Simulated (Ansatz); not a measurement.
# Cadmium, dhcp under PBE: from relaxation to bulk modulus, part 2 of 2

What does PBE give for cadmium in the dhcp structure? We relax it, solve it on a dense k-mesh, then scale the cell to 7 volumes from 88 to 112 % of the relaxed one and try a fit of the equation of state. Spin polarisation is left out. The k-meshes are 12×12×3 for the relaxation; 15×15×4 for the dense run; 15×15×4 for the volumes.

Ansatz 0.2.0; DFT, PBE, plane waves (420 eV) with PAW, scalar-relativistic. The steps go on from the part before.

### Step 5. Volume × 0.92

input.yaml reads:

```yaml
crystal:
  lattice:
    - [3.1181535943, 0.0, 0.0]
    - [-1.5590767971, 2.7004002256, 0.0]
    - [0.0, 0.0, 9.962715606]
  atoms:
    - { symbol: Cd, position: [0.0, 1.0, 0.0] }
    - { symbol: Cd, position: [0.0, 0.0, 0.5] }
    - { symbol: Cd, position: [0.3333333333, 0.6666666667, 0.25] }
    - { symbol: Cd, position: [0.6666666667, 0.3333333333, 0.75] }
hamiltonian:
  xc: pbe
  pseudopotentials:
    kind: paw
    azcp:
      Cd: "pseudopotentials/Cd.paw.azcp"
basis:
  ecutwfc: 420
  fft_grid_basis: typed
kpoints:
  mp_grid: { grid: [15, 15, 4], shift: [0, 0, 0] }
magnetization:
  spin_polarized: false
scf:
  occupations: { method: fermi_dirac, width: 0.1 }
output:
  stress: true
```

Standard output:

```text
Engine: ansatz 0.2.0, x86_64-unknown-linux-gnu
Pseudopotentials: kind: paw
Pseudopotential: Cd, paw, valence charge 20, recommended cutoff 420 eV (normal), <dir>
Functional definition: PBE
  parameter kappa = 0.804
  parameter beta = 0.06672455060314922
  exchange = pbe_x(kappa = kappa, mu = beta*pi^2/3)
  correlation = pbe_c(beta = beta)
Crystal: 4 atoms, lattice volume = 83.889 Å³
Basis set: ecut = 420 eV, 1641 PW (Γ)
Bands: 46, of which v1, the nominal top of the filled ones, is band 40 counted from 1 (39 counted from 0)
Symmetry: 24 space group operations
Space group: P63/mmc (ITA 194), of the structure as read, at distance tolerance 4.4e-5 Å
k-points: 81 of 900
Non-local potential: Cd, projectors of the file, l = 0: 3, l = 1: 2, l = 2: 2, l = 3: 1
PAW form: soft (Blöchl's): semilocal exchange-correlation on the pseudo side does not see the compensation charge
PAW one-centre angular grid: Cd, 590 points (default); XC on 64 Gauss nodes
Initial density: superposition of atomic densities (neutral atoms: chi_scale 0, normalization atom), corrected by the library's trained network
Initial wavefunctions: pseudopotential atomic-orbital guess
Functional: x = pbe(κ = 0.804, μ = 0.2195149727645171), c = pbe(β = 0.06672455060314922)
SCF iter   1: F=—  HF=-33017.690448 eV  |F-HF|=—  |Δ(HF+E_count)|=         —  Δρ=9.60e-4  dr2=1.56e-3  ethr=1.77e-3  ⟨swp⟩=6.1  Hψ=12370  notcnv=0  defer=8
preconditioner: auto → Kerker (q_TF=auto, 2.707 Å⁻¹)  [metal: Δε(μ)=0.076 eV  Ē_g=12.336 eV  σ=0.100 eV  W_gap=0.18  n_scr=38 (ndim 8)  ℏωp=28.1 eV  f_vac=0.000  D(μ)=1.36/eV (n_scr^D=4)]
SCF iter   2: F=—  HF=-33017.691452 eV  |F-HF|=—  |Δ(HF+E_count)|=   1.00e-3  Δρ=6.17e-4  dr2=7.65e-4  ethr=1.95e-6  ⟨swp⟩=2.3  Hψ=6099  notcnv=0  defer=9
SCF iter   3: F=—  HF=-33017.691404 eV  |F-HF|=—  |Δ(HF+E_count)|=   4.82e-5  Δρ=1.54e-4  dr2=7.19e-5  ethr=9.56e-7  ⟨swp⟩=2.0  Hψ=4006  notcnv=0  defer=9
SCF iter   4: F=—  HF=-33017.691397 eV  |F-HF|=—  |Δ(HF+E_count)|=   6.60e-6  Δρ=6.29e-5  dr2=3.87e-6  ethr=8.98e-8  ⟨swp⟩=2.0  Hψ=4064  notcnv=0  defer=9
SCF iter   5: F=—  HF=-33017.691398 eV  |F-HF|=—  |Δ(HF+E_count)|=   5.24e-7  Δρ=2.31e-5  dr2=4.06e-7  ethr=4.84e-9  ⟨swp⟩=2.1  Hψ=5639  notcnv=0  defer=9
SCF iter   6: F=-33017.691398 eV  HF=-33017.691398 eV  |F-HF|=8.64e-9  |Δ(HF+E_count)|=   1.26e-8  Δρ=6.52e-6  dr2=3.09e-8  ethr=1.25e-10  ⟨swp⟩=4.0  Hψ=12191  notcnv=0
SCF 1 converged in 6 iterations: F = -33017.691398 eV  dr2 = 3.09e-8
SCF converged after 6 iterations
Free energy (F): -33017.691398 eV
Harris-Foulkes:  -33017.691398 eV  (|F-HF|=8.64e-9)
Internal energy: -33017.646643 eV  (E = F + TS)
E sigma→0 (E₀):  -33017.669020 eV
Entropy (-TS):   -0.044755 eV (-11.189 meV/atom)
Fermi energy:    15.320547 eV
--- Per-component energies (eV) ---
  E_band       = -1535.430243
  E_kinetic    = 2020.938909
  E_local      = -11488.374073  (includes V_loc(G=0)·N_el)
  E_nonlocal   = 128.095259
  E_hartree    = 5423.327580
  E_xc         = -709.853884
  E_vxc        = -890.557488  (∫ρ·V_xc dr)
  E_paw        = -16327.691483  (= ΣΔE_a)
  E_vpaw       = -2152.177553  (= ΣTr[D̂ρ^β])
  E_aug_tail   = 0.000050  (compensation charges beyond the density's cutoff)
  E_ewald      = -12064.089001
  E_smearing   = -0.044755  (= −TS)
  E_closure    = -0.000000  (closes the sum)
  Σ components = -33017.691398   (vs F -33017.691398, Δ=0.00e0)
--- Stress (GPa, compression-positive) ---
        4.353965       0.000000       0.000000
        0.000000       4.353965       0.000000
        0.000000       0.000000       4.318858
  P = ⅓ Tr σ = 4.3423 GPa (43.423 kbar)
```

Wall time 13 s (1 thread of an x86-64 CPU, shared host); peak memory 0.66 GiB.

### Step 6. Volume × 0.96

input.yaml: that of step 5 with these lines changed.

```diff
@@ -2,5 +2,5 @@
   lattice:
-    - [3.1181535943, 0.0, 0.0]
-    - [-1.5590767971, 2.7004002256, 0.0]
-    - [0.0, 0.0, 9.962715606]
+    - [3.1627046648, 0.0, 0.0]
+    - [-1.5813523324, 2.7389825844, 0.0]
+    - [0.0, 0.0, 10.1050593461]
   atoms:
```

Standard output:

```text
[... 8 set-up lines as earlier in the session ...]
Crystal: 4 atoms, lattice volume = 87.536 Å³
Basis set: ecut = 420 eV, 1701 PW (Γ)
Bands: 46, of which v1, the nominal top of the filled ones, is band 40 counted from 1 (39 counted from 0)
[... 2 set-up lines as earlier in the session ...]
k-points: 81 of 900
[... 6 set-up lines as earlier in the session ...]
SCF iter   1: F=—  HF=-33017.759759 eV  |F-HF|=—  |Δ(HF+E_count)|=         —  Δρ=8.70e-4  dr2=1.36e-3  ethr=1.77e-3  ⟨swp⟩=6.1  Hψ=12377  notcnv=0  defer=11
preconditioner: auto → Kerker (q_TF=auto, 2.688 Å⁻¹)  [metal: Δε(μ)=0.066 eV  Ē_g=12.089 eV  σ=0.100 eV  W_gap=0.16  n_scr=38 (ndim 8)  ℏωp=27.5 eV  f_vac=0.000  D(μ)=1.37/eV (n_scr^D=4)]
SCF iter   2: F=—  HF=-33017.760725 eV  |F-HF|=—  |Δ(HF+E_count)|=   9.66e-4  Δρ=5.61e-4  dr2=6.67e-4  ethr=1.70e-6  ⟨swp⟩=2.2  Hψ=6185  notcnv=0  defer=11
SCF iter   3: F=—  HF=-33017.760704 eV  |F-HF|=—  |Δ(HF+E_count)|=   2.05e-5  Δρ=1.39e-4  dr2=6.21e-5  ethr=8.33e-7  ⟨swp⟩=2.0  Hψ=4055  notcnv=0  defer=11
SCF iter   4: F=—  HF=-33017.760698 eV  |F-HF|=—  |Δ(HF+E_count)|=   6.61e-6  Δρ=5.86e-5  dr2=3.57e-6  ethr=7.77e-8  ⟨swp⟩=2.0  Hψ=4012  notcnv=0  defer=11
SCF iter   5: F=—  HF=-33017.760698 eV  |F-HF|=—  |Δ(HF+E_count)|=   4.59e-7  Δρ=2.46e-5  dr2=4.91e-7  ethr=4.46e-9  ⟨swp⟩=2.0  Hψ=6157  notcnv=0  defer=11
SCF iter   6: F=-33017.760698 eV  HF=-33017.760698 eV  |F-HF|=2.36e-9  |Δ(HF+E_count)|=   1.64e-8  Δρ=6.32e-6  dr2=2.96e-8  ethr=1.25e-10  ⟨swp⟩=4.0  Hψ=12425  notcnv=0
SCF 1 converged in 6 iterations: F = -33017.760698 eV  dr2 = 2.96e-8
SCF converged after 6 iterations
Free energy (F): -33017.760698 eV
Harris-Foulkes:  -33017.760698 eV  (|F-HF|=2.36e-9)
Internal energy: -33017.714845 eV  (E = F + TS)
E sigma→0 (E₀):  -33017.737771 eV
Entropy (-TS):   -0.045853 eV (-11.463 meV/atom)
Fermi energy:    14.477833 eV
--- Per-component energies (eV) ---
  E_band       = -1592.832529
  E_kinetic    = 2019.580600
  E_local      = -11770.495735  (includes V_loc(G=0)·N_el)
  E_nonlocal   = 128.366440
  E_hartree    = 5536.079288
  E_xc         = -708.785257
  E_vxc        = -889.064741  (∫ρ·V_xc dr)
  E_paw        = -16328.310617  (= ΣΔE_a)
  E_vpaw       = -2153.370328  (= ΣTr[D̂ρ^β])
  E_aug_tail   = 0.000052  (compensation charges beyond the density's cutoff)
  E_ewald      = -11894.149618
  E_smearing   = -0.045853  (= −TS)
  E_closure    = -0.000000  (closes the sum)
  Σ components = -33017.760698   (vs F -33017.760698, Δ=0.00e0)
--- Stress (GPa, compression-positive) ---
        1.903072      -0.000000       0.000000
        0.000000       1.903072       0.000000
        0.000000       0.000000       1.769097
  P = ⅓ Tr σ = 1.8584 GPa (18.584 kbar)
```

Run time: 17 s. Hardware: 1 thread of an x86-64 CPU, shared host; peak memory 0.65 GiB.

### Step 7. Volume × 1.0

input.yaml: that of step 6 with these lines changed.

```diff
@@ -2,5 +2,5 @@
   lattice:
-    - [3.1627046648, 0.0, 0.0]
-    - [-1.5813523324, 2.7389825844, 0.0]
-    - [0.0, 0.0, 10.1050593461]
+    - [3.2060347706, 0.0, 0.0]
+    - [-1.6030173853, 2.7765075567, 0.0]
+    - [0.0, 0.0, 10.24350202]
   atoms:
```

Standard output:

```text
[... 8 set-up lines as earlier in the session ...]
Crystal: 4 atoms, lattice volume = 91.183 Å³
Basis set: ecut = 420 eV, 1799 PW (Γ)
Bands: 46, of which v1, the nominal top of the filled ones, is band 40 counted from 1 (39 counted from 0)
[... 2 set-up lines as earlier in the session ...]
k-points: 81 of 900
[... 6 set-up lines as earlier in the session ...]
SCF iter   1: F=—  HF=-33017.779712 eV  |F-HF|=—  |Δ(HF+E_count)|=         —  Δρ=7.74e-4  dr2=1.15e-3  ethr=1.77e-3  ⟨swp⟩=6.1  Hψ=12451  notcnv=0  defer=10
preconditioner: auto → Kerker (q_TF=auto, 2.669 Å⁻¹)  [metal: Δε(μ)=0.043 eV  Ē_g=11.874 eV  σ=0.100 eV  W_gap=0.11  n_scr=38 (ndim 8)  ℏωp=26.9 eV  f_vac=0.000  D(μ)=1.39/eV (n_scr^D=4)]
SCF iter   2: F=—  HF=-33017.780580 eV  |F-HF|=—  |Δ(HF+E_count)|=   8.68e-4  Δρ=5.03e-4  dr2=5.68e-4  ethr=1.43e-6  ⟨swp⟩=2.2  Hψ=6221  notcnv=0  defer=11
SCF iter   3: F=—  HF=-33017.780575 eV  |F-HF|=—  |Δ(HF+E_count)|=   5.66e-6  Δρ=1.23e-4  dr2=5.05e-5  ethr=7.10e-7  ⟨swp⟩=2.0  Hψ=4040  notcnv=0  defer=11
SCF iter   4: F=—  HF=-33017.780609 eV  |F-HF|=—  |Δ(HF+E_count)|=   3.47e-5  Δρ=5.60e-5  dr2=3.17e-6  ethr=6.31e-8  ⟨swp⟩=2.0  Hψ=3989  notcnv=0  defer=11
SCF iter   5: F=—  HF=-33017.780610 eV  |F-HF|=—  |Δ(HF+E_count)|=   4.91e-7  Δρ=2.55e-5  dr2=5.90e-7  ethr=3.96e-9  ⟨swp⟩=2.1  Hψ=6468  notcnv=0  defer=11
SCF iter   6: F=-33017.780610 eV  HF=-33017.780610 eV  |F-HF|=1.73e-9  |Δ(HF+E_count)|=   1.27e-8  Δρ=5.84e-6  dr2=2.60e-8  ethr=1.25e-10  ⟨swp⟩=2.1  Hψ=13229  notcnv=0
SCF 1 converged in 6 iterations: F = -33017.780610 eV  dr2 = 2.60e-8
SCF converged after 6 iterations
Free energy (F): -33017.780610 eV
Harris-Foulkes:  -33017.780610 eV  (|F-HF|=1.73e-9)
Internal energy: -33017.733703 eV  (E = F + TS)
E sigma→0 (E₀):  -33017.757156 eV
Entropy (-TS):   -0.046907 eV (-11.727 meV/atom)
Fermi energy:    13.706700 eV
--- Per-component energies (eV) ---
  E_band       = -1645.804823
  E_kinetic    = 2018.468409
  E_local      = -12038.717386  (includes V_loc(G=0)·N_el)
  E_nonlocal   = 128.608747
  E_hartree    = 5644.020319
  E_xc         = -707.833365
  E_vxc        = -887.732651  (∫ρ·V_xc dr)
  E_paw        = -16328.882318  (= ΣΔE_a)
  E_vpaw       = -2154.470521  (= ΣTr[D̂ρ^β])
  E_aug_tail   = 0.000052  (compensation charges beyond the density's cutoff)
  E_ewald      = -11733.398161
  E_smearing   = -0.046907  (= −TS)
  E_closure    = 0.000000  (closes the sum)
  Σ components = -33017.780610   (vs F -33017.780610, Δ=0.00e0)
--- Stress (GPa, compression-positive) ---
        0.041584      -0.000000       0.000000
        0.000000       0.041584       0.000000
        0.000000       0.000000      -0.151862
  P = ⅓ Tr σ = -0.0229 GPa (-0.229 kbar)
```

Wall time 15 s (1 thread of an x86-64 CPU, shared host); peak memory 0.67 GiB.

### Step 8. Volume × 1.04

input.yaml: that of step 7 with these lines changed.

```diff
@@ -2,5 +2,5 @@
   lattice:
-    - [3.2060347706, 0.0, 0.0]
-    - [-1.6030173853, 2.7765075567, 0.0]
-    - [0.0, 0.0, 10.24350202]
+    - [3.2482242768, 0.0, 0.0]
+    - [-1.6241121384, 2.8130447409, 0.0]
+    - [0.0, 0.0, 10.3783003997]
   atoms:
```

Standard output:

```text
[... 8 set-up lines as earlier in the session ...]
Crystal: 4 atoms, lattice volume = 94.831 Å³
Basis set: ecut = 420 eV, 1895 PW (Γ)
Bands: 46, of which v1, the nominal top of the filled ones, is band 40 counted from 1 (39 counted from 0)
[... 1 set-up line as earlier in the session ...]
Space group: P63/mmc (ITA 194), of the structure as read, at distance tolerance 4.6e-5 Å
k-points: 81 of 900
[... 6 set-up lines as earlier in the session ...]
SCF iter   1: F=—  HF=-33017.762277 eV  |F-HF|=—  |Δ(HF+E_count)|=         —  Δρ=6.95e-4  dr2=9.19e-4  ethr=1.77e-3  ⟨swp⟩=6.0  Hψ=12405  notcnv=0  defer=9
preconditioner: auto → Kerker (q_TF=auto, 2.652 Å⁻¹)  [metal: Δε(μ)=0.028 eV  Ē_g=11.682 eV  σ=0.100 eV  W_gap=0.07  n_scr=38 (ndim 8)  ℏωp=26.4 eV  f_vac=0.000  D(μ)=1.42/eV (n_scr^D=4)]
SCF iter   2: F=—  HF=-33017.763153 eV  |F-HF|=—  |Δ(HF+E_count)|=   8.76e-4  Δρ=4.48e-4  dr2=4.52e-4  ethr=1.15e-6  ⟨swp⟩=2.2  Hψ=6232  notcnv=0  defer=11
SCF iter   3: F=—  HF=-33017.763182 eV  |F-HF|=—  |Δ(HF+E_count)|=   2.87e-5  Δρ=1.16e-4  dr2=4.25e-5  ethr=5.65e-7  ⟨swp⟩=2.0  Hψ=4037  notcnv=0  defer=11
SCF iter   4: F=—  HF=-33017.763217 eV  |F-HF|=—  |Δ(HF+E_count)|=   3.57e-5  Δρ=5.22e-5  dr2=3.00e-6  ethr=5.31e-8  ⟨swp⟩=2.6  Hψ=5460  notcnv=0  defer=11
SCF iter   5: F=—  HF=-33017.763218 eV  |F-HF|=—  |Δ(HF+E_count)|=   3.29e-7  Δρ=2.12e-5  dr2=5.16e-7  ethr=3.75e-9  ⟨swp⟩=2.2  Hψ=6216  notcnv=0  defer=11
SCF iter   6: F=-33017.763218 eV  HF=-33017.763218 eV  |F-HF|=3.55e-9  |Δ(HF+E_count)|=   1.45e-7  Δρ=4.88e-6  dr2=1.92e-8  ethr=1.25e-10  ⟨swp⟩=4.0  Hψ=12538  notcnv=0
SCF 1 converged in 6 iterations: F = -33017.763218 eV  dr2 = 1.92e-8
SCF converged after 6 iterations
Free energy (F): -33017.763218 eV
Harris-Foulkes:  -33017.763218 eV  (|F-HF|=3.55e-9)
Internal energy: -33017.715209 eV  (E = F + TS)
E sigma→0 (E₀):  -33017.739213 eV
Entropy (-TS):   -0.048009 eV (-12.002 meV/atom)
Fermi energy:    12.997439 eV
--- Per-component energies (eV) ---
  E_band       = -1694.841750
  E_kinetic    = 2017.563307
  E_local      = -12294.217449  (includes V_loc(G=0)·N_el)
  E_nonlocal   = 128.822683
  E_hartree    = 5747.507952
  E_xc         = -706.985172
  E_vxc        = -886.543261  (∫ρ·V_xc dr)
  E_paw        = -16329.407467  (= ΣΔE_a)
  E_vpaw       = -2155.481474  (= ΣTr[D̂ρ^β])
  E_aug_tail   = 0.000055  (compensation charges beyond the density's cutoff)
  E_ewald      = -11580.999117
  E_smearing   = -0.048009  (= −TS)
  E_closure    = -0.000000  (closes the sum)
  Σ components = -33017.763218   (vs F -33017.763218, Δ=0.00e0)
--- Stress (GPa, compression-positive) ---
       -1.360773       0.000000       0.000000
        0.000000      -1.360773       0.000000
        0.000000       0.000000      -1.589655
  P = ⅓ Tr σ = -1.4371 GPa (-14.371 kbar)
```

Wall time 18 s (1 thread of an x86-64 CPU, shared host); peak memory 0.68 GiB.

### Step 9. Volume × 1.08

input.yaml: that of step 8 with these lines changed.

```diff
@@ -2,5 +2,5 @@
   lattice:
-    - [3.2482242768, 0.0, 0.0]
-    - [-1.6241121384, 2.8130447409, 0.0]
-    - [0.0, 0.0, 10.3783003997]
+    - [3.2893454051, 0.0, 0.0]
+    - [-1.6446727025, 2.8486566827, 0.0]
+    - [0.0, 0.0, 10.5096852384]
   atoms:
```

Standard output:

```text
[... 8 set-up lines as earlier in the session ...]
Crystal: 4 atoms, lattice volume = 98.478 Å³
Basis set: ecut = 420 eV, 1967 PW (Γ)
Bands: 46, of which v1, the nominal top of the filled ones, is band 40 counted from 1 (39 counted from 0)
[... 2 set-up lines as earlier in the session ...]
k-points: 81 of 900
[... 6 set-up lines as earlier in the session ...]
SCF iter   1: F=—  HF=-33017.716899 eV  |F-HF|=—  |Δ(HF+E_count)|=         —  Δρ=6.34e-4  dr2=7.04e-4  ethr=1.77e-3  ⟨swp⟩=6.1  Hψ=12454  notcnv=0  defer=8
preconditioner: auto → Kerker (q_TF=auto, 2.635 Å⁻¹)  [metal: Δε(μ)=0.038 eV  Ē_g=11.506 eV  σ=0.100 eV  W_gap=0.09  n_scr=38 (ndim 8)  ℏωp=25.9 eV  f_vac=0.000  D(μ)=1.46/eV (n_scr^D=4)]
SCF iter   2: F=—  HF=-33017.717863 eV  |F-HF|=—  |Δ(HF+E_count)|=   9.64e-4  Δρ=4.04e-4  dr2=3.38e-4  ethr=8.81e-7  ⟨swp⟩=2.6  Hψ=6764  notcnv=0  defer=11
SCF iter   3: F=—  HF=-33017.717932 eV  |F-HF|=—  |Δ(HF+E_count)|=   6.91e-5  Δρ=1.08e-4  dr2=3.53e-5  ethr=4.22e-7  ⟨swp⟩=2.0  Hψ=4037  notcnv=0  defer=11
SCF iter   4: F=—  HF=-33017.717964 eV  |F-HF|=—  |Δ(HF+E_count)|=   3.16e-5  Δρ=4.72e-5  dr2=2.83e-6  ethr=4.42e-8  ⟨swp⟩=2.7  Hψ=6125  notcnv=0  defer=11
SCF iter   5: F=—  HF=-33017.717964 eV  |F-HF|=—  |Δ(HF+E_count)|=   1.61e-7  Δρ=1.94e-5  dr2=4.86e-7  ethr=3.53e-9  ⟨swp⟩=2.5  Hψ=6370  notcnv=0  defer=11
SCF iter   6: F=-33017.717964 eV  HF=-33017.717964 eV  |F-HF|=4.40e-9  |Δ(HF+E_count)|=   1.62e-7  Δρ=4.43e-6  dr2=1.68e-8  ethr=1.25e-10  ⟨swp⟩=4.0  Hψ=11948  notcnv=0
SCF 1 converged in 6 iterations: F = -33017.717964 eV  dr2 = 1.68e-8
SCF converged after 6 iterations
Free energy (F): -33017.717964 eV
Harris-Foulkes:  -33017.717964 eV  (|F-HF|=4.40e-9)
Internal energy: -33017.668752 eV  (E = F + TS)
E sigma→0 (E₀):  -33017.693358 eV
Entropy (-TS):   -0.049212 eV (-12.303 meV/atom)
Fermi energy:    12.341967 eV
--- Per-component energies (eV) ---
  E_band       = -1740.359675
  E_kinetic    = 2016.837809
  E_local      = -12538.033398  (includes V_loc(G=0)·N_el)
  E_nonlocal   = 129.004191
  E_hartree    = 5846.860635
  E_xc         = -706.230665
  E_vxc        = -885.482681  (∫ρ·V_xc dr)
  E_paw        = -16329.885931  (= ΣΔE_a)
  E_vpaw       = -2156.405853  (= ΣTr[D̂ρ^β])
  E_aug_tail   = 0.000057  (compensation charges beyond the density's cutoff)
  E_ewald      = -11436.221451
  E_smearing   = -0.049212  (= −TS)
  E_closure    = 0.000000  (closes the sum)
  Σ components = -33017.717964   (vs F -33017.717964, Δ=0.00e0)
--- Stress (GPa, compression-positive) ---
       -2.402327       0.000000       0.000000
        0.000000      -2.402327       0.000000
        0.000000       0.000000      -2.654959
  P = ⅓ Tr σ = -2.4865 GPa (-24.865 kbar)
```

It took 19 s on 1 thread of an x86-64 CPU, shared host; peak memory 0.67 GiB.

### Step 10. Volume × 1.12

input.yaml: that of step 9 with these lines changed.

```diff
@@ -2,5 +2,5 @@
   lattice:
-    - [3.2893454051, 0.0, 0.0]
-    - [-1.6446727025, 2.8486566827, 0.0]
-    - [0.0, 0.0, 10.5096852384]
+    - [3.3294633273, 0.0, 0.0]
+    - [-1.6647316636, 2.8833998224, 0.0]
+    - [0.0, 0.0, 10.6378647643]
   atoms:
```

Standard output:

```text
[... 8 set-up lines as earlier in the session ...]
Crystal: 4 atoms, lattice volume = 102.125 Å³
Basis set: ecut = 420 eV, 2003 PW (Γ)
Bands: 46, of which v1, the nominal top of the filled ones, is band 40 counted from 1 (39 counted from 0)
[... 1 set-up line as earlier in the session ...]
Space group: P63/mmc (ITA 194), of the structure as read, at distance tolerance 4.7e-5 Å
k-points: 81 of 900
[... 6 set-up lines as earlier in the session ...]
SCF iter   1: F=—  HF=-33017.650961 eV  |F-HF|=—  |Δ(HF+E_count)|=         —  Δρ=5.94e-4  dr2=5.35e-4  ethr=1.77e-3  ⟨swp⟩=6.1  Hψ=12500  notcnv=0  defer=9
preconditioner: auto → Kerker (q_TF=auto, 2.619 Å⁻¹)  [metal: Δε(μ)=0.044 eV  Ē_g=11.347 eV  σ=0.100 eV  W_gap=0.11  n_scr=38 (ndim 8)  ℏωp=25.5 eV  f_vac=0.000  D(μ)=1.51/eV (n_scr^D=4)]
SCF iter   2: F=—  HF=-33017.652060 eV  |F-HF|=—  |Δ(HF+E_count)|=   1.10e-3  Δρ=3.74e-4  dr2=2.48e-4  ethr=6.69e-7  ⟨swp⟩=2.6  Hψ=7588  notcnv=0  defer=14
SCF iter   3: F=—  HF=-33017.652155 eV  |F-HF|=—  |Δ(HF+E_count)|=   9.54e-5  Δρ=9.56e-5  dr2=2.76e-5  ethr=3.11e-7  ⟨swp⟩=2.0  Hψ=4041  notcnv=0  defer=14
SCF iter   4: F=—  HF=-33017.652207 eV  |F-HF|=—  |Δ(HF+E_count)|=   5.13e-5  Δρ=4.24e-5  dr2=2.36e-6  ethr=3.45e-8  ⟨swp⟩=2.1  Hψ=4298  notcnv=0  defer=14
SCF iter   5: F=—  HF=-33017.652207 eV  |F-HF|=—  |Δ(HF+E_count)|=   1.37e-7  Δρ=1.96e-5  dr2=5.05e-7  ethr=2.95e-9  ⟨swp⟩=2.0  Hψ=6530  notcnv=0  defer=14
SCF iter   6: F=-33017.652207 eV  HF=-33017.652207 eV  |F-HF|=6.44e-9  |Δ(HF+E_count)|=   6.72e-8  Δρ=4.34e-6  dr2=1.82e-8  ethr=1.25e-10  ⟨swp⟩=2.0  Hψ=12970  notcnv=0
SCF 1 converged in 6 iterations: F = -33017.652207 eV  dr2 = 1.82e-8
SCF converged after 6 iterations
Free energy (F): -33017.652207 eV
Harris-Foulkes:  -33017.652207 eV  (|F-HF|=6.44e-9)
Internal energy: -33017.601631 eV  (E = F + TS)
E sigma→0 (E₀):  -33017.626919 eV
Entropy (-TS):   -0.050576 eV (-12.644 meV/atom)
Fermi energy:    11.734041 eV
--- Per-component energies (eV) ---
  E_band       = -1782.713142
  E_kinetic    = 2016.266463
  E_local      = -12771.092688  (includes V_loc(G=0)·N_el)
  E_nonlocal   = 129.154736
  E_hartree    = 5942.372088
  E_xc         = -705.560670
  E_vxc        = -884.538214  (∫ρ·V_xc dr)
  E_paw        = -16330.319382  (= ΣΔE_a)
  E_vpaw       = -2157.247723  (= ΣTr[D̂ρ^β])
  E_aug_tail   = 0.000055  (compensation charges beyond the density's cutoff)
  E_ewald      = -11298.422233
  E_smearing   = -0.050576  (= −TS)
  E_closure    = -0.000000  (closes the sum)
  Σ components = -33017.652207   (vs F -33017.652207, Δ=0.00e0)
--- Stress (GPa, compression-positive) ---
       -3.156388       0.000000       0.000000
       -0.000000      -3.156388       0.000000
        0.000000       0.000000      -3.433313
  P = ⅓ Tr σ = -3.2487 GPa (-32.487 kbar)
```

It took 17 s on 1 thread of an x86-64 CPU, shared host; peak memory 0.68 GiB.

### Step 11. Energy and pressure against volume

All volumes keep the relaxed shape and fractional coordinates.

```csv
V (Å³/atom),E − E₀ (meV/atom),P from the stress (GPa),P from the fit (GPa)
20.060,55.4,7.61,7.59
20.972,22.0,4.34,4.31
21.884,4.8,1.86,1.83
22.796,0.0,-0.02,-0.04
23.708,4.5,-1.44,-1.46
24.620,15.9,-2.49,-2.51
25.531,32.5,-3.25,-3.29
```

A third-order Birch-Murnaghan fit gives V₀ = 22.771 Å³/atom, B₀ = 41 GPa and B₀′ = 6.1; it misses no point by more than 0.02 meV/atom.

### Step 12. Outcome

This closing draws on all 2 parts.

```
                      quantity                                    value
space group (spins left aside)                       P6_3/mmc (No. 194)
             conventional cell  a = 3.206 Å, c = 10.244 Å (c/a = 3.195)
                        volume                           22.796 Å³/atom
             shortest distance                                  3.160 Å
               gap on the mesh             none (levels filled in part)
               relative to hcp                             +13 meV/atom
                   V₀, B₀, B₀′              22.771 Å³/atom, 41 GPa, 6.1
```

From the guessed start the volume grew by 5.6 % in 12 steps. It lies 13 meV/atom above the element's reference form at the same level (hcp, from a run of its own). Levels at the Fermi energy are filled in part, as in a metal. B₀ comes out at 41 GPa; letting shape and positions relax at each volume could only lower it. The symmetry was held, so the structure may be unstable against distortions that break it.
